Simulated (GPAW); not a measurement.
A run of GPAW 26.7.0 is set up as follows.

Contents of run.py:

```python
import numpy as np
import spglib
from ase import Atoms
from ase.dft.bandgap import bandgap
from ase.io import read, write
from ase.units import GPa
from gpaw import GPAW, PW
from gpaw.spinorbit import soc_eigenstates

atoms = read('Au.cif')
cell, positions, numbers = spglib.find_primitive(
    (atoms.cell[:], atoms.get_scaled_positions(), atoms.numbers), symprec=1e-4)
atoms = Atoms(numbers, cell=cell, scaled_positions=positions, pbc=True)

calc = GPAW(mode=PW(600),
            xc='RPBE',
            kpts={'size': (11, 11, 11), 'gamma': True},
            occupations={'name': 'fermi-dirac', 'width': 0.05},
            nbands=14,
            convergence={'density': 1e-05, 'energy': 1e-05},
            maxiter=150,
            txt='gpaw.txt')
atoms.calc = calc
energy = atoms.get_potential_energy()
forces = atoms.get_forces()
stress = atoms.get_stress()
calc.write('gs.gpw')
write('result.traj', atoms)
print(f'Energy: {energy:.6f} eV')
print('Forces (eV/A):')
print(forces.round(4))
print('Stress (GPa):', (stress / GPa).round(3))
print('Fermi level:', round(calc.get_fermi_level(), 4), 'eV')
print(f'Gap: {bandgap(calc)[0]:.4f} eV, direct: {bandgap(calc, direct=True)[0]:.4f} eV')

path = atoms.cell.bandpath('GXWKGLUWLK,UX', npoints=60, eps=1e-4)
bs_calc = calc.fixed_density(kpts=path, symmetry='off', nbands=21,
                             convergence={'bands': 'CBM+6.0', 'eigenstates': 1e-6}, txt='bands.txt')
bs = bs_calc.band_structure()
bs.write('bs.json')
print(f'Gap on the path: {bandgap(bs_calc)[0]:.4f} eV')

soc = soc_eigenstates(bs_calc, theta=90, phi=45)
np.savetxt('soc_bands.dat', soc.eigenvalues(), fmt='%.4f')
mesh = soc_eigenstates('gs.gpw', theta=90, phi=45)
np.savetxt('soc_mesh.dat', mesh.eigenvalues(), fmt='%.4f')
print('Fermi level with spin-orbit coupling:', round(mesh.fermi_level, 4), 'eV')
```

Au.cif

```cif
data_Au
_cell_length_a 4.07000000
_cell_length_b 4.07000000
_cell_length_c 4.07000000
_cell_angle_alpha 90.00000000
_cell_angle_beta 90.00000000
_cell_angle_gamma 90.00000000
_space_group_name_H-M_alt 'Fm-3m'
_space_group_name_Hall '-F 4 2 3'
_space_group_IT_number 225
loop_
_space_group_symop_operation_xyz
'x,y,z'
'-x,-y,-z'
'-y,x,z'
'y,-x,-z'
'-x,-y,z'
'x,y,-z'
'y,-x,z'
'-y,x,-z'
'x,-y,-z'
'-x,y,z'
'-y,-x,-z'
'y,x,z'
'-x,y,-z'
'x,-y,z'
'y,x,-z'
'-y,-x,z'
'z,x,y'
'-z,-x,-y'
'z,-y,x'
'-z,y,-x'
'z,-x,-y'
'-z,x,y'
'z,y,-x'
'-z,-y,x'
'-z,x,-y'
'z,-x,y'
'-z,-y,-x'
'z,y,x'
'-z,-x,y'
'z,x,-y'
'-z,y,x'
'z,-y,-x'
'y,z,x'
'-y,-z,-x'
'x,z,-y'
'-x,-z,y'
'-y,z,-x'
'y,-z,x'
'-x,z,y'
'x,-z,-y'
'-y,-z,x'
'y,z,-x'
'-x,-z,-y'
'x,z,y'
'y,-z,-x'
'-y,z,x'
'x,-z,y'
'-x,z,-y'
'x,y+1/2,z+1/2'
'-x,-y+1/2,-z+1/2'
'-y,x+1/2,z+1/2'
'y,-x+1/2,-z+1/2'
'-x,-y+1/2,z+1/2'
'x,y+1/2,-z+1/2'
'y,-x+1/2,z+1/2'
'-y,x+1/2,-z+1/2'
'x,-y+1/2,-z+1/2'
'-x,y+1/2,z+1/2'
'-y,-x+1/2,-z+1/2'
'y,x+1/2,z+1/2'
[... 40 lines left out ...]
'-x+1/2,-y,z+1/2'
'x+1/2,y,-z+1/2'
'y+1/2,-x,z+1/2'
'-y+1/2,x,-z+1/2'
'x+1/2,-y,-z+1/2'
'-x+1/2,y,z+1/2'
'-y+1/2,-x,-z+1/2'
'y+1/2,x,z+1/2'
'-x+1/2,y,-z+1/2'
'x+1/2,-y,z+1/2'
'y+1/2,x,-z+1/2'
'-y+1/2,-x,z+1/2'
'z+1/2,x,y+1/2'
'-z+1/2,-x,-y+1/2'
'z+1/2,-y,x+1/2'
'-z+1/2,y,-x+1/2'
'z+1/2,-x,-y+1/2'
'-z+1/2,x,y+1/2'
'z+1/2,y,-x+1/2'
'-z+1/2,-y,x+1/2'
'-z+1/2,x,-y+1/2'
'z+1/2,-x,y+1/2'
'-z+1/2,-y,-x+1/2'
'z+1/2,y,x+1/2'
'-z+1/2,-x,y+1/2'
'z+1/2,x,-y+1/2'
'-z+1/2,y,x+1/2'
'z+1/2,-y,-x+1/2'
'y+1/2,z,x+1/2'
'-y+1/2,-z,-x+1/2'
'x+1/2,z,-y+1/2'
'-x+1/2,-z,y+1/2'
'-y+1/2,z,-x+1/2'
'y+1/2,-z,x+1/2'
'-x+1/2,z,y+1/2'
'x+1/2,-z,-y+1/2'
'-y+1/2,-z,x+1/2'
'y+1/2,z,-x+1/2'
'-x+1/2,-z,-y+1/2'
'x+1/2,z,y+1/2'
'y+1/2,-z,-x+1/2'
'-y+1/2,z,x+1/2'
'x+1/2,-z,y+1/2'
'-x+1/2,z,-y+1/2'
'x+1/2,y+1/2,z'
'-x+1/2,-y+1/2,-z'
'-y+1/2,x+1/2,z'
'y+1/2,-x+1/2,-z'
'-x+1/2,-y+1/2,z'
'x+1/2,y+1/2,-z'
'y+1/2,-x+1/2,z'
'-y+1/2,x+1/2,-z'
'x+1/2,-y+1/2,-z'
'-x+1/2,y+1/2,z'
'-y+1/2,-x+1/2,-z'
'y+1/2,x+1/2,z'
'-x+1/2,y+1/2,-z'
'x+1/2,-y+1/2,z'
'y+1/2,x+1/2,-z'
'-y+1/2,-x+1/2,z'
'z+1/2,x+1/2,y'
'-z+1/2,-x+1/2,-y'
'z+1/2,-y+1/2,x'
'-z+1/2,y+1/2,-x'
'z+1/2,-x+1/2,-y'
'-z+1/2,x+1/2,y'
'z+1/2,y+1/2,-x'
'-z+1/2,-y+1/2,x'
'-z+1/2,x+1/2,-y'
'z+1/2,-x+1/2,y'
'-z+1/2,-y+1/2,-x'
'z+1/2,y+1/2,x'
'-z+1/2,-x+1/2,y'
'z+1/2,x+1/2,-y'
'-z+1/2,y+1/2,x'
'z+1/2,-y+1/2,-x'
'y+1/2,z+1/2,x'
'-y+1/2,-z+1/2,-x'
'x+1/2,z+1/2,-y'
'-x+1/2,-z+1/2,y'
'-y+1/2,z+1/2,-x'
'y+1/2,-z+1/2,x'
'-x+1/2,z+1/2,y'
'x+1/2,-z+1/2,-y'
'-y+1/2,-z+1/2,x'
'y+1/2,z+1/2,-x'
'-x+1/2,-z+1/2,-y'
'x+1/2,z+1/2,y'
'y+1/2,-z+1/2,-x'
'-y+1/2,z+1/2,x'
'x+1/2,-z+1/2,y'
'-x+1/2,z+1/2,-y'
loop_
_atom_site_label
_atom_site_type_symbol
_atom_site_symmetry_multiplicity
_atom_site_Wyckoff_symbol
_atom_site_fract_x
_atom_site_fract_y
_atom_site_fract_z
_atom_site_occupancy
Au1 Au 4 a 0.0000000000 0.0000000000 0.0000000000 1
```

Potentials or basis: the program's PAW data sets (release 1.2.1) made for this functional, pw.

The run is started by

```sh
$ OMP_NUM_THREADS=1 python run.py
```

**Question.** Predict the pressure.

**Answer.** 17.1 GPa.

**Question.** Estimate the band gap along the path.

**Answer.** None (metal or under the smearing width).

Levels at the corners of the path, in eV from the Fermi level:
| point | band 8 | band 9 | band 10 | band 11 | band 12 | band 13 |
| --- | --- | --- | --- | --- | --- | --- |
| Γ | -4.22 | -3.01 | -3.01 | -3.01 | -3.01 | 15.55 |
| X | -2.13 | -1.03 | -1.03 | 0.64 | 0.64 | 5.92 |
| W | -3.24 | -1.65 | -1.65 | 4.88 | 4.88 | 5.33 |
| K | -3.03 | -1.95 | -1.95 | 3.78 | 3.78 | 4.65 |
| Γ | -4.22 | -3.01 | -3.01 | -3.01 | -3.01 | 15.55 |
| L | -2.39 | -1.63 | -1.63 | -1.25 | -1.25 | 3.20 |
| U | -3.03 | -1.95 | -1.95 | 3.78 | 3.78 | 4.65 |
| W | -3.24 | -1.65 | -1.65 | 4.88 | 4.88 | 5.33 |
| L | -2.39 | -1.63 | -1.63 | -1.25 | -1.25 | 3.20 |
| K | -3.03 | -1.95 | -1.95 | 3.78 | 3.78 | 4.65 |
| U | -3.03 | -1.95 | -1.95 | 3.78 | 3.78 | 4.65 |
| X | -2.13 | -1.03 | -1.03 | 0.64 | 0.64 | 5.92 |

Caveat: with this Au data set, volumes or pressures lay over 1.5 % or 2 GPa off other programs in two to four cells of ten; spin-orbit coupling was added after a scalar SCF, so levels and gaps hold it while energy, forces, pressure and moments don't; this program's spin-orbit splittings come out too wide for heavy elements; so large a pressure means that the cell lies far from this level's equilibrium, or that cutoff or potentials fall short.
